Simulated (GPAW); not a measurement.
A calculation with GPAW 26.7.0 of CuO (native input, structure from a POSCAR):

Contents of run.py:

```python
from ase.io import read
from gpaw import PW
from gpaw.dft import DFT

atoms = read('POSCAR')

dft = DFT(atoms,
          mode=PW(800),
          xc='PBE',
          kpts={'size': (10, 10, 10), 'gamma': True},
          occupations={'name': 'fermi-dirac', 'width': 0.05},
          nbands=19,
          convergence={'density': 1e-05, 'energy': 1e-05},
          maxiter=150,
          txt='gpaw.txt')
print(f'Energy: {dft.calculate_energy():.6f} eV')
print('Forces (eV/A):')
print(dft.calculate_forces().round(4))
print('Stress (eV/A^3):', dft.calculate_stress().round(6))
dft.write_gpw_file('gs.gpw')
```

Contents of POSCAR:

```
CuO
1.0
    2.5525506100      0.0000000000      0.0000000000
    0.0000000000      2.5525506100      0.0000000000
    0.0000000000      0.0000000000      2.5525506100
Cu O
1 1
Direct
    0.0000000000      0.0000000000      0.0000000000
    0.5000000000      0.5000000000      0.5000000000
```

Potentials or basis: GPAW PAW data sets (gpaw-data 1.2.1), pw.

Run with:

```console
$ OMP_NUM_THREADS=1 python run.py
```

Measurements of this composition are mostly on another form, of space group No. 15.

**Question.** Write the same calculation in another form: ASE script, structure typed inline.

**Answer.** As run:

Contents of run.py:

```python
from ase import Atoms
from ase.dft.bandgap import bandgap
from ase.io import write
from ase.units import GPa
from gpaw import GPAW, PW

atoms = Atoms(['Cu', 'O'],
              cell=[[2.55255061, 0.0, 0.0],
                    [0.0, 2.55255061, 0.0],
                    [0.0, 0.0, 2.55255061]],
              scaled_positions=[[0.0, 0.0, 0.0],
                                [0.5, 0.5, 0.5]],
              pbc=True)

calc = GPAW(mode=PW(800),
            xc='PBE',
            kpts={'size': (10, 10, 10), 'gamma': True},
            occupations={'name': 'fermi-dirac', 'width': 0.05},
            nbands=19,
            convergence={'density': 1e-05, 'energy': 1e-05},
            maxiter=150,
            txt='gpaw.txt')
atoms.calc = calc
energy = atoms.get_potential_energy()
forces = atoms.get_forces()
stress = atoms.get_stress()
calc.write('gs.gpw')
write('result.traj', atoms)
print(f'Energy: {energy:.6f} eV')
print('Forces (eV/A):')
print(forces.round(4))
print('Stress (GPa):', (stress / GPa).round(3))
print('Fermi level:', round(calc.get_fermi_level(), 4), 'eV')
print(f'Gap: {bandgap(calc)[0]:.4f} eV, direct: {bandgap(calc, direct=True)[0]:.4f} eV')
```

Potentials or basis: GPAW PAW data sets (gpaw-data 1.2.1), pw.

Launch:

```sh
$ OMP_NUM_THREADS=1 python run.py
```

Both were run:

|  | native input, structure from a POSCAR | ASE script, structure typed inline |
| --- | --- | --- |
| Pressure | 22.3 GPa | 22.3 GPa |
| Band gap on the k mesh | none (metal or under the smearing width) | none (metal or under the smearing width) |

Keys that steer only the numerical path or the files written may differ.

Caveat: with this Cu data set, volumes or pressures lay over 1.5 % or 2 GPa off other programs in two to four cells of ten; so large a pressure means that the cell lies far from this level's equilibrium, or that cutoff or potentials fall short; an odd number of electrons without spin polarisation forces a metal; a magnetic or distorted state may lie lower; the run has no spin polarisation, though such a crystal can be magnetic; semilocal functionals often make such compounds metallic where correlation or magnetic order opens a gap, which also shifts bond lengths.
